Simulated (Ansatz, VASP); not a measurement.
## One calculation of RbBr, two programs

```xyz
2
Lattice="0.0000 3.4270 3.4270 3.4270 0.0000 3.4270 3.4270 3.4270 0.0000" Properties=species:S:1:pos:R:3 pbc="T T T"
Rb    0.0000    0.0000    0.0000
Br    3.4270    3.4270    3.4270
```

Alike in both runs: task single point; functional PBEsol; k mesh 4 × 4 × 4; occupations gaussian, width 0.1 eV; no spin polarisation.

|  | VASP | Ansatz |
| --- | --- | --- |
| version | VASP 6.6.1 | Ansatz 0.2.0 |
| potentials or method | VASP PAW PBE potentials, release 64 (Rb_sv, Br) | scalar-relativistic, plane waves, PAW |
| plane-wave cutoff (eV) | 520 | 420 |
| valence electrons in the cell | 16 | 16 |

|  | VASP | Ansatz | Ansatz less VASP |
| --- | --- | --- | --- |
| gap on the k mesh at the Fermi level (eV) | 4.21 | 4.21 | +0.002 |
| least direct gap on the mesh (eV) | 4.21 | 4.21 | +0.002 |
| pressure (GPa) | 0.0 | -0.1 | -0.04 |

Caveats: the PAW data sets were made with another functional, which shifts forces and pressure a little (VASP). PBEsol gaps usually lie below the measured ones, often by a third to a half.
